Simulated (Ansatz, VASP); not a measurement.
## Two plane-wave programs on Li

Contents of INCAR:

```
SYSTEM = Li
PREC     = Accurate       ! precision mode
ENCUT    = 520            ! plane-wave cutoff, eV
EDIFF    = 1E-7           ! SCF threshold, eV
ISMEAR   = -1             ! smearing method
SIGMA    = 0.05           ! smearing width, eV
LREAL    = .FALSE.        ! projectors in reciprocal space
LASPH    = .TRUE.         ! aspherical terms in the spheres
NELM     = 80             ! most SCF steps
ALGO     = Normal         ! electronic algorithm
ISIF     = 2              ! what is computed and relaxed
LWAVE    = .FALSE.        ! write WAVECAR
LCHARG   = .FALSE.        ! write CHGCAR
GGA      = PE             ! functional
NBANDS   = 12             ! bands
```

KPOINTS

```
regular mesh
0
G
  10 10 10
  0 0 0
```

Contents of POSCAR:

```
Li
1.0
    1.5709036556      0.9069616485      7.6881575040
   -1.5709036556      0.9069616485      7.6881575040
    0.0000000000     -1.8139232969      7.6881575040
Li
3
Direct
    0.7780000000      0.7780000000      0.7780000000
    0.2220000000      0.2220000000      0.2220000000
    0.0000000000      0.0000000000      0.0000000000
```

Contents of input.yaml:

```yaml
crystal:
  lattice:
    - [1.5709036556, 0.9069616485, 7.688157504]
    - [-1.5709036556, 0.9069616485, 7.688157504]
    - [0.0, -1.8139232969, 7.688157504]
  atoms:
    - { symbol: Li, position: [0.778, 0.778, 0.778] }
    - { symbol: Li, position: [0.222, 0.222, 0.222] }
    - { symbol: Li, position: [0.0, 0.0, 0.0] }
hamiltonian:
  xc: pbe
  pseudopotentials: { kind: paw }
kpoints:
  mp_grid: { grid: [10, 10, 10] }
scf:
  occupations: { method: fermi_dirac, width: 0.05 }
output:
  forces: true
  stress: true
  eigenvalues: true
  write_density: true
  write_potential: true
  elf: true
  volumetric_format: npy
```

Change from the starting cell: volume scaled by 1.04.

Alike in both runs: task single point; functional PBE; k mesh 10 × 10 × 10; occupations fermi-dirac, width 0.05 eV; no spin polarisation.

|  | VASP | Ansatz |
| --- | --- | --- |
| version | VASP 6.6.1 | Ansatz 0.2.0 |
| potentials or method | VASP PAW PBE potentials, release 64 (Li_sv) | Ansatz PAW |
| plane-wave cutoff (eV) | 520 | 420 |
| valence electrons in the cell | 9 | 9 |

```csv
,VASP,Ansatz,Ansatz less VASP
gap on the k mesh at the Fermi level (eV),none,none,-
rms of the force components (eV/Å),0.004,0.004,-0.0001
```

Atom by atom the forces differ by 0.000 eV/Å (rms over components). A gap of «none» marks a metal or a gap that the smearing closes.
